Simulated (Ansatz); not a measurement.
Si (diamond), relaxed with r2SCAN in the PAW code Ansatz: the symmetry is Fd-3m (No. 227, cubic); a = 5.444 Å in the conventional setting, 20.17 Å³ an atom. Around Si lie 4 Si at 2.36 Å. The cell was then strained (x, y and z are the cube axes), with the atoms relaxed again; stress is positive in compression. No spin polarisation and no zero-point or thermal motion.

- Uniaxial -1.0 % along z, other directions held: r2SCAN's stress changes by +1.70 GPa along the strain and +0.64 GPa across it.
- Isotropic -1.0 % on every length: the pressure changes by +3.12 GPa.
- Epitaxial strain of -1.0 % in the (001) plane: the free normal strain is +0.71 % and the in-plane stress changes by +1.92 GPa.
- In that film r2SCAN's threefold valence top at Γ splits as 2+1 from the top, by 0.132 eV.
- Uniaxial strain of +1.5 % along [111], atoms relaxed: the xy stress changes by -0.799 GPa.

(1) Estimate C₁₁, C₁₂ and the bulk modulus from the uniaxial step.

(2) What bulk modulus does the isotropic step give?

(3) What do the film's normal strain and stress say about the elastic constants?

(4) How much elastic energy does the film store, with 20.17 Å³ an atom?

(5) Extract the shear deformation potential b.

(6) Estimate C₄₄.

## Answers

(1) With compression positive, C₁₁ ≈ −Δσ∥/ε = (-1.70)/(-0.0100) = 170 GPa and C₁₂ ≈ (-0.64)/(-0.0100) = 64 GPa; B = (C₁₁ + 2C₁₂)/3 = 99 GPa. A one-sided step carries third-order terms: it reads high by some per cent.

(2) Δ ln V = 3 ln(0.9900) = -0.0302, so B ≈ −ΔP/Δ ln V = 103 GPa, against 99 GPa from C₁₁ and C₁₂; one-sided steps of finite size carry third-order terms.

(3) ε⊥/ε∥ = (+0.0071)/(-0.0100) = -0.71, which linear elasticity sets to −2C₁₂/C₁₁ = -0.75 from the uniaxial step. The biaxial modulus is M = −Δσ/ε∥ = 192 GPa (C₁₁ + C₁₂ − 2C₁₂²/C₁₁ = 186 GPa).

(4) u = M ε∥² = −Δσ ε∥ = -1.92 × (-0.0100) = 0.0192 GPa, and 1 GPa Å³ is 6.2415 meV: 2.42 meV an atom. The total energies of the two runs differ by 2.38 meV an atom.

(5) Without spin-orbit coupling the splitting is 3|b| |ε_zz − ε_xx| = 3|b| × 0.0171, so |b| = 0.132/0.0513 = 2.57 eV.

(6) A strain ε along [111] has ε_xy = ε/3 = +0.00500, an engineering shear of 2ε/3, so C₄₄ ≈ −Δσ_xy/(2ε/3) = 80 GPa, atoms relaxed.

Where an edge lies off the special points, it is a point of the mesh or the k point where a search put PBE's edge or least direct gap, reused for the other functionals, whose own edges may lie a little apart.
